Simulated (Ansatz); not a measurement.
Computed with DFT r2SCAN, scalar-relativistic, plane waves, PAW (Ansatz). Settings: cutoff 500 eV, Γ-centred meshes no coarser than 0.19 Å⁻¹ for metals and 0.3 Å⁻¹ for insulators (2π included), Gaussian smearing.

These are static lattice energies at zero pressure. The comparison covers the computed candidates alone. The k mesh leaves about 4 meV/atom of noise in metals. No run is spin-polarised.

(1) Which is lower for SiNi₃, the Cu3Au (L1_2) or the BiF3 (D0_3) structure, and by how much?

## Answers

(1) The Cu3Au (L1_2) structure, by 82 meV/atom. It takes 10.4 Å³/atom against 10.5.